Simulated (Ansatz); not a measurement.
# TiO2 (Anatase) (I4_1/amd) in Ansatz: further runs

The runs below take TiO2 (Anatase) through relaxation of cell and atoms, with PBE.

Program: Ansatz 0.2.0. These are calculated values, not measurements. Logs are shortened: lines on timing, memory, paths and dates and some standing lists are left out, and cuts for length are marked.

## 1. The structure

The structure is tetragonal, space group I4_1/amd (No. 141). Conventional cell: a = 3.784 Å, b = 3.784 Å, c = 9.515 Å, α = 90.00°, β = 90.00°, γ = 90.00°. Ti (site symmetry -4m2) is surrounded by 6 O at 1.93 to 1.98 Å. O (site symmetry 2mm) has 3 Ti at 1.93 to 1.98 Å as nearest neighbours.

## 2. Relaxation of cell and atoms, PBE, target pressure 20 GPa, at which the enthalpy is minimised

Contents of input.yaml:

```yaml
crystal:
  lattice:
    - [-1.8921, 1.8921, 4.7573]
    - [1.8921, -1.8921, 4.7573]
    - [1.8921, 1.8921, -4.7573]
  atoms:
    - { symbol: Ti, position: [0.75, 0.25, 0.5] }
    - { symbol: Ti, position: [0.0, 0.0, 0.0] }
    - { symbol: O, position: [0.7919, 0.7919, 0.0] }
    - { symbol: O, position: [0.5419, 0.0419, 0.5] }
    - { symbol: O, position: [0.9581, 0.4581, 0.5] }
    - { symbol: O, position: [0.2081, 0.2081, 0.0] }
hamiltonian:
  xc: pbe
  pseudopotentials: { kind: paw }
kpoints:
  mp_grid: { grid: [10, 10, 10] }
scf:
  occupations: { method: fermi_dirac, width: 0.05 }
output:
  forces: true
  stress: true
  eigenvalues: true
relax:
  f_tol: 0.01
  max_steps: 40
  cell: { stress_tol: 0.05, p_target: 20.0 }
```

Potentials or basis: Ansatz PAW.

Started as:

```console
$ ansatz run input.yaml --threads 2 --pin off --max-ram 5632MiB --backend cpu --events-out ev --progress --plain --runs-dir out
```

Output:

```text
Warning: RAYON_NUM_THREADS=2 ignored (pool sized by the plan → 2); use --threads N
basis.fft_grid_basis auto: the FFT boxes are laid along the combinations [[1, 0, 1], [0, 1, 1], [0, 0, 1]] of the cell's own vectors, 3.784, 3.784 and 5.458 Å long. The dense box has 27×27×40 points. Along the cell's own vectors, as sized, it would have 40×40×40, 2.19 times as many. Of the 16 symmetry operations that the crystal satisfies within crystal.symmetry.tolerance (time reversal apart; of a slab, those that keep its plane) the dense box along the cell's own vectors carries 16, and the one as laid loses 14 of those. basis.fft_grid_basis: typed keeps the cell's own vectors: state it where this run's energies or levels are differenced outside the engine with another run's, or held beside a run that keeps those vectors.
Engine: ansatz 0.2.0, aarch64-unknown-linux-gnu
Pseudopotentials: kind: paw
Pseudopotential: Ti, paw, valence charge 12, recommended cutoff 420 eV (normal), Ti.paw.azcp
Pseudopotential: O, paw, valence charge 6, recommended cutoff 420 eV (normal), O.paw.azcp
Functional definition: PBE
  parameter kappa = 0.804
  parameter beta = 0.06672455060314922
  exchange = pbe_x(kappa = kappa, mu = beta*pi^2/3)
  correlation = pbe_c(beta = beta)
Crystal: 6 atoms, lattice volume = 68.125 Å³
Basis set: ecut = 420 eV, 1315 PW (Γ), FFT grids on a1+a3, a2+a3, a3, exchange–correlation on 54×54×80 points (8 copies of the dense FFT grid, shifted against one another)
Bands: 30, of which v1, the nominal top of the filled ones, is band 24 counted from 1 (23 counted from 0)
Symmetry: 16 space group operations
Space group: I41/amd (ITA 141), of the structure as read, at distance tolerance 4.1e-5 Å
k-points: 102 of 1000
Non-local potential: Ti, projectors of the file, l = 0: 3, l = 1: 2, l = 2: 3, l = 3: 1
Non-local potential: O, projectors of the file, l = 0: 2, l = 1: 2, l = 2: 1
PAW form: soft (Blöchl's): semilocal exchange-correlation on the pseudo side does not see the compensation charge
PAW one-centre angular grid: Ti, 590 points (default); XC on 64 Gauss nodes
PAW one-centre angular grid: O, 110 points (default); XC on 64 Gauss nodes
Initial density: superposition of atomic densities (neutral atoms: chi_scale 0, normalization atom), corrected by the library's trained network
Initial wavefunctions: pseudopotential atomic-orbital guess
Functional: x = pbe(κ = 0.804, μ = 0.2195149727645171), c = pbe(β = 0.06672455060314922)
SCF iter   1: F=—  HF=-7277.469277 eV  |F-HF|=—  |Δ(HF+E_count)|=         —  Δρ=3.44e-3  dr2=3.14e-3  ethr=1.77e-3  ⟨swp⟩=4.7  Hψ=12489  notcnv=0
preconditioner: auto → none  [insulator: Δε(μ)=2.152 eV  Ē_g=9.665 eV  σ=0.050 eV  W_gap=1.00  n_scr=14 (ndim 8)  ℏωp=25.4 eV  f_vac=0.102  D(μ)=0.00/eV (n_scr^D=0)  ε∞_Penn≈7.9]
SCF iter   2: F=—  HF=-7277.470922 eV  |F-HF|=—  |Δ(HF+E_count)|=   1.64e-3  Δρ=2.63e-3  dr2=3.48e-3  ethr=6.54e-6  ⟨swp⟩=2.9  Hψ=6660  notcnv=0  defer=162
SCF iter   3: F=—  HF=-7277.470785 eV  |F-HF|=—  |Δ(HF+E_count)|=   1.36e-4  Δρ=1.47e-3  dr2=1.01e-3  ethr=6.54e-6  ⟨swp⟩=2.0  Hψ=4809  notcnv=0  defer=162
SCF iter   4: F=—  HF=-7277.470900 eV  |F-HF|=—  |Δ(HF+E_count)|=   1.15e-4  Δρ=6.31e-4  dr2=1.73e-4  ethr=2.10e-6  ⟨swp⟩=2.1  Hψ=3522  notcnv=0  defer=162
SCF iter   5: F=—  HF=-7277.470937 eV  |F-HF|=—  |Δ(HF+E_count)|=   3.69e-5  Δρ=1.36e-4  dr2=7.99e-6  ethr=3.61e-7  ⟨swp⟩=2.0  Hψ=3793  notcnv=0  defer=162
SCF iter   6: F=—  HF=-7277.470801 eV  |F-HF|=—  |Δ(HF+E_count)|=   1.36e-4  Δρ=1.24e-5  dr2=2.49e-8  ethr=2.08e-10  ⟨swp⟩=6.9  Hψ=15256  notcnv=0
SCF iter   7: F=-7277.470801 eV  HF=-7277.470801 eV  |F-HF|=1.46e-10  |Δ(HF+E_count)|=   5.95e-8  Δρ=1.39e-6  dr2=7.66e-10  ethr=5.19e-11  ⟨swp⟩=1.9  Hψ=10097  notcnv=0
SCF 1 converged in 7 iterations: F = -7277.470801 eV  dr2 = 7.66e-10
relax step   1: F+E_penalty+E_count = -7277.47080114 eV  Δ(F+E_penalty+E_count) = +0.000e0 eV  max|allowed force component| = 1.020e-1 eV/Å  Δτ_max = 0.0000 Å  P = +5.169 GPa  Ω = 68.125 Å³  (7 SCF iters, dr2 threshold 1.00e-7 eV, accepted)
Crystal: 6 atoms, lattice volume = 64.543 Å³
Basis set: ecut = 420 eV, 1267 PW (Γ), FFT grids on a1+a3, a2+a3, a3, exchange–correlation on 54×54×80 points (8 copies of the dense FFT grid, shifted against one another)
Initial density: handed on by an earlier stage of this run
Initial wavefunctions: those handed on with the density
iter 1 solved again at ethr=8.33e-5 eV; its pass at ethr=3.10e-3 eV (dr2=4.00e-2 eV) is discarded
SCF iter   1: F=—  HF=-7277.261022 eV  |F-HF|=—  |Δ(HF+E_count)|=         —  Δρ=8.62e-3  dr2=4.11e-2  ethr=8.33e-5  ⟨swp⟩=1.0  Hψ=17885  notcnv=0
preconditioner: auto → none  [insulator: Δε(μ)=2.182 eV  Ē_g=9.990 eV  σ=0.050 eV  W_gap=1.00  n_scr=14 (ndim 8)  ℏωp=26.1 eV  f_vac=0.073  D(μ)=0.00/eV (n_scr^D=0)  ε∞_Penn≈7.9]
SCF iter   2: F=—  HF=-7277.257936 eV  |F-HF|=—  |Δ(HF+E_count)|=   3.09e-3  Δρ=7.58e-3  dr2=3.47e-2  ethr=8.33e-5  ⟨swp⟩=2.0  Hψ=5304  notcnv=0
SCF iter   3: F=—  HF=-7277.252357 eV  |F-HF|=—  |Δ(HF+E_count)|=   5.58e-3  Δρ=2.58e-3  dr2=4.14e-3  ethr=7.22e-5  ⟨swp⟩=2.0  Hψ=4945  notcnv=0
SCF iter   4: F=—  HF=-7277.252066 eV  |F-HF|=—  |Δ(HF+E_count)|=   2.91e-4  Δρ=8.28e-4  dr2=3.40e-4  ethr=8.62e-6  ⟨swp⟩=2.2  Hψ=4084  notcnv=0
SCF iter   5: F=—  HF=-7277.252151 eV  |F-HF|=—  |Δ(HF+E_count)|=   8.58e-5  Δρ=1.50e-4  dr2=6.96e-6  ethr=7.09e-7  ⟨swp⟩=2.0  Hψ=4576  notcnv=0
SCF iter   6: F=-7277.252157 eV  HF=-7277.252157 eV  |F-HF|=8.92e-8  |Δ(HF+E_count)|=   5.87e-6  Δρ=1.85e-5  dr2=1.63e-7  ethr=1.25e-9  ⟨swp⟩=3.8  Hψ=13483  notcnv=0
[... 49 lines left out ...]
Crystal: 6 atoms, lattice volume = 63.100 Å³
iter 1 solved again at ethr=1.55e-7 eV; its pass at ethr=3.10e-3 eV (dr2=7.46e-5 eV) is discarded
SCF iter   1: F=—  HF=-7277.091808 eV  |F-HF|=—  |Δ(HF+E_count)|=         —  Δρ=4.11e-4  dr2=4.57e-5  ethr=1.55e-7  ⟨swp⟩=3.0  Hψ=18378  notcnv=0
preconditioner: auto → none  [insulator: Δε(μ)=1.960 eV  Ē_g=10.002 eV  σ=0.050 eV  W_gap=1.00  n_scr=14 (ndim 8)  ℏωp=26.4 eV  f_vac=0.074  D(μ)=0.00/eV (n_scr^D=0)  ε∞_Penn≈8.0]
SCF iter   2: F=—  HF=-7277.091881 eV  |F-HF|=—  |Δ(HF+E_count)|=   7.36e-5  Δρ=1.99e-4  dr2=9.44e-6  ethr=9.52e-8  ⟨swp⟩=2.5  Hψ=4711  notcnv=0
SCF iter   3: F=—  HF=-7277.091888 eV  |F-HF|=—  |Δ(HF+E_count)|=   6.31e-6  Δρ=1.38e-4  dr2=1.12e-5  ethr=1.97e-8  ⟨swp⟩=2.0  Hψ=4704  notcnv=0
SCF iter   4: F=—  HF=-7277.091886 eV  |F-HF|=—  |Δ(HF+E_count)|=   1.89e-6  Δρ=4.03e-5  dr2=8.05e-7  ethr=1.97e-8  ⟨swp⟩=2.0  Hψ=4676  notcnv=0
SCF iter   5: F=-7277.091886 eV  HF=-7277.091886 eV  |F-HF|=3.34e-9  |Δ(HF+E_count)|=   4.97e-8  Δρ=8.97e-6  dr2=2.28e-8  ethr=1.25e-9  ⟨swp⟩=4.3  Hψ=10394  notcnv=0
SCF 7 converged in 5 iterations: F = -7277.091886 eV  dr2 = 2.28e-8
relax step   7: F+E_penalty+E_count = -7277.09188572 eV  Δ(F+E_penalty+E_count) = +1.846e-2 eV  max|allowed force component| = 2.042e-3 eV/Å  Δτ_max = 0.0046 Å  P = +20.013 GPa  Ω = 63.100 Å³  energy of the carried Pulay correction = +6.950e-4 eV  (5 SCF iters, dr2 threshold 6.00e-7 eV, accepted)
iter 1 solved again at ethr=7.71e-9 eV; its pass at ethr=3.10e-3 eV (dr2=3.70e-6 eV) is discarded
SCF iter   1: F=—  HF=-7277.091076 eV  |F-HF|=—  |Δ(HF+E_count)|=         —  Δρ=3.38e-5  dr2=1.60e-7  ethr=7.71e-9  ⟨swp⟩=4.0  Hψ=22032  notcnv=0
preconditioner: auto → none  [insulator: Δε(μ)=1.960 eV  Ē_g=10.002 eV  σ=0.050 eV  W_gap=1.00  n_scr=14 (ndim 8)  ℏωp=26.4 eV  f_vac=0.075  D(μ)=0.00/eV (n_scr^D=0)  ε∞_Penn≈8.0]
SCF iter   2: F=—  HF=-7277.091142 eV  |F-HF|=—  |Δ(HF+E_count)|=   6.68e-5  Δρ=2.42e-5  dr2=2.98e-7  ethr=3.33e-10  ⟨swp⟩=3.0  Hψ=5692  notcnv=0
SCF iter   3: F=—  HF=-7277.091142 eV  |F-HF|=—  |Δ(HF+E_count)|=   2.62e-8  Δρ=1.17e-5  dr2=2.20e-8  ethr=3.33e-10  ⟨swp⟩=2.0  Hψ=4665  notcnv=0
SCF iter   4: F=—  HF=-7277.091142 eV  |F-HF|=—  |Δ(HF+E_count)|=   2.47e-8  Δρ=2.99e-6  dr2=1.40e-9  ethr=4.57e-11  ⟨swp⟩=2.1  Hψ=4153  notcnv=0
SCF iter   5: F=—  HF=-7277.091142 eV  |F-HF|=—  |Δ(HF+E_count)|=   2.32e-9  Δρ=6.40e-7  dr2=9.05e-11  ethr=2.91e-12  ⟨swp⟩=2.0  Hψ=4692  notcnv=0
SCF iter   6: F=-7277.091142 eV  HF=-7277.091142 eV  |F-HF|=1.82e-12  |Δ(HF+E_count)|=  8.73e-11  Δρ=1.09e-7  dr2=3.89e-12  ethr=1.00e-12  ⟨swp⟩=4.0  Hψ=9894  notcnv=0
SCF 8 converged in 6 iterations: F = -7277.091142 eV  dr2 = 3.89e-12
relax step   8: F+E_penalty+E_count = -7277.09114248 eV  Δ(F+E_penalty+E_count) = +7.432e-4 eV  max|allowed force component| = 2.025e-3 eV/Å  Δτ_max = 0.0000 Å  P = +20.000 GPa  Ω = 63.100 Å³  stress off target by 1.41e-2 GPa  SCF on the basis re-selected at this cell (its energy is not comparable with the rows above)  (6 SCF iters)
basis re-selected at this cell: Δ(F+E_penalty+E_count) = +7.432e-4 eV, ΔP = -0.013 GPa vs the last step (what re-selecting the basis moved, of the pressure what is left beyond the Pulay correction that the steps carried, after the strain that the cell walked since its last selection, with what the two solves' SCF thresholds leave and, on support functions, any second-order correction that the steps lacked; it is no measure of the basis error at this ecutwfc). This SCF's stress stands 1.41e-2 GPa from its target on what of the cell is left free (relax.cell.stress_tol is 5.00e-2 GPa) and its largest allowed force component is 2.02e-3 eV/Å (relax.f_tol is 1.00e-2 eV/Å): within both
SCF converged after 6 iterations
Free energy (F): -7277.091142 eV
Harris-Foulkes:  -7277.091142 eV  (|F-HF|=1.82e-12)
Internal energy: -7277.091142 eV  (E = F + TS)
E sigma→0 (E₀):  -7277.091142 eV
Fermi energy:    9.522876 eV
--- Per-component energies (eV) ---
  E_band       = -407.293970
  E_kinetic    = 1257.422054
  E_local      = -3399.322395  (includes V_loc(G=0)·N_el)
  E_nonlocal   = 197.204434
  E_hartree    = 1321.371011
  E_xc         = -495.063910
  E_vxc        = -627.203059  (∫ρ·V_xc dr)
  E_paw        = -2723.786323  (= ΣΔE_a)
  E_vpaw       = -478.147366  (= ΣTr[D̂ρ^β])
  E_aug_tail   = 0.010223  (compensation charges beyond the density's cutoff)
  E_ewald      = -3434.926237
  E_smearing   = -0.000000  (= −TS)
  E_closure    = 0.000000  (closes the sum)
  Σ components = -7277.091142   (vs F -7277.091142, Δ=0.00e0)
--- Forces (eV/Å), atoms counted from 1 ---
  atom   1  Ti     0.00000000    -0.00000000     0.00000000
  atom   2  Ti    -0.00000000    -0.00000000    -0.00000000
  atom   3  O      0.00000000     0.00000000    -0.00202475
  atom   4  O     -0.00000000    -0.00000000    -0.00202475
  atom   5  O     -0.00000000    -0.00000000     0.00202475
  atom   6  O      0.00000000     0.00000000     0.00202475
  max |Σ_I F_I| component: 4.77e-18 eV/Å
--- Stress (GPa, compression-positive) ---
       19.993090      -0.000000       0.000000
       -0.000000      19.993090       0.000000
        0.000000       0.000000      20.014126
  P = ⅓ Tr σ = 20.0001 GPa (200.001 kbar)
--- Band table (eV; the first three rows and the last of 102) ---
  k-point 0: bands = ["-47.7762", "-47.6786", "-24.3547", "-24.0692", "-24.0692", "-23.9584", "-23.9584", "-23.8348", "-9.5198", "-8.5735", "-8.1707", "-8.0194", "4.4749", "4.6755", "4.6755", "4.8366", "6.0997", "6.0997", "6.2604", "7.7266", "7.7708", "7.7708", "7.7739", "7.7739", "10.4464", "11.4454", "12.1841", "12.1841", "12.4071", "12.4071"]
  k-point 1: bands = ["-47.7734", "-47.6805", "-24.3555", "-24.0947", "-24.0760", "-23.9718", "-23.9560", "-23.8278", "-9.4089", "-8.4976", "-8.1221", "-7.9755", "4.4048", "4.4232", "4.5343", "4.8326", "5.8950", "6.1597", "6.3535", "7.2243", "7.5036", "7.5104", "7.6552", "7.9465", "10.9338", "11.5198", "11.8554", "12.1038", "12.3183", "12.4504"]
  k-point 2: bands = ["-47.7653", "-47.6863", "-24.3576", "-24.1549", "-24.0931", "-24.0069", "-23.9468", "-23.8187", "-9.1034", "-8.3005", "-7.9905", "-7.8591", "3.9417", "4.1948", "4.2016", "4.8876", "5.4638", "5.8714", "6.1851", "6.3855", "6.7795", "7.3660", "7.7590", "7.9452", "11.6235", "11.6399", "11.7871", "12.0681", "12.3614", "12.7410"]
  k-point 101: bands = ["-47.7276", "-47.7276", "-24.1055", "-24.1055", "-24.1004", "-24.1004", "-23.9213", "-23.9213", "-8.8070", "-8.8070", "-8.3620", "-8.3620", "4.6376", "4.6376", "4.8070", "4.8070", "6.2126", "6.2126", "7.0332", "7.0332", "7.0369", "7.0369", "8.1575", "8.1575", "10.9244", "10.9244", "12.2556", "12.2556", "12.3930", "12.3930"]
--- Relaxed structure (6 steps of the walk, 6 accepted, 2 SCFs on fresh bases) ---
  F+E_penalty+E_count = -7277.09114248 eV   max|allowed force component| = 2.025e-3 eV/Å   (the final SCF, on the basis selected at the relaxed cell)
  cell:  # Å, volume = 63.1002 Å³
    - [-1.876349969535285, 1.876349969535285, 4.480668939394583]
    - [1.876349969535285, -1.876349969535285, 4.480668939394583]
    - [1.876349969535285, 1.876349969535285, -4.480668939394583]
  atoms:
    - { symbol: Ti, position: [0.7499999999999999, 0.25000000000000006, 0.49999999999999994] }
    - { symbol: Ti, position: [-8.243141885417864e-35, -4.087360431171073e-34, -3.962838450634268e-34] }
    - { symbol: O, position: [0.782919425016252, 0.782919425016252, -1.6560648274604586e-33] }
    - { symbol: O, position: [0.5329194250162518, 0.03291942501625178, 0.49999999999999994] }
    - { symbol: O, position: [0.967080574983748, 0.46708057498374816, 0.49999999999999994] }
    - { symbol: O, position: [0.21708057498374825, 0.21708057498374825, -7.151542278837544e-34] }
```

Run time: 50 s. Hardware: 2 threads of Arm Neoverse V2, shared host; peak memory 0.36 GiB.

Results:

```
Free energy                                            : -7277.0911 eV
Relaxed volume                                         : 10.52 Å³/atom
Relaxed cell                                           : a = 5.207 Å, b = 5.207 Å, c = 5.207 Å, α = 137.76°, β = 137.76°, γ = 61.27°
Space group after relaxing (to 0.05 Å)                 : I4_1/amd (No. 141)
Energy change on relaxing (the enthalpy is what falls) : +63.3 meV/atom
Ionic steps                                            : 8
Pressure after relaxing                                : 20.0 GPa
Band gap on the k mesh                                 : 1.96 eV, indirect (least direct gap 2.49 eV)
```

Forces on the atoms (eV/Å):
```
Ti   0.000  0.000  0.000
Ti   0.000  0.000  0.000
O    0.000  0.000 -0.002
O    0.000  0.000 -0.002
O    0.000  0.000  0.002
O    0.000  0.000  0.002
```

The path:
```tsv
step	energy change (eV)	largest force (eV/Å)	volume (Å³)
1	0.0000	0.1020	68.13
2	0.2186	0.1610	64.54
3	0.3303	0.0940	63.46
4	0.3289	0.0407	63.43
5	0.3477	0.0046	63.26
6	0.3605	0.0042	63.26
7	0.3789	0.0020	63.10
8	0.3797	0.0020	63.10
```

Final structure:
```
Ti O
1.0
    -1.87635    1.87635    4.48067
     1.87635   -1.87635    4.48067
     1.87635    1.87635   -4.48067
Ti O
2 4
Direct
  0.75000 0.25000 0.50000
  0.00000 0.00000 0.00000
  0.78292 0.78292 0.00000
  0.53292 0.03292 0.50000
  0.96708 0.46708 0.50000
  0.21708 0.21708 0.00000
```

Caveat: the plane-wave basis is chosen anew once the cell has moved, so the energies of steps on either side of that aren't comparable; the pressure holds a Pulay correction of +0.7 GPa for the finite cutoff.

[end of part 1 of 2]
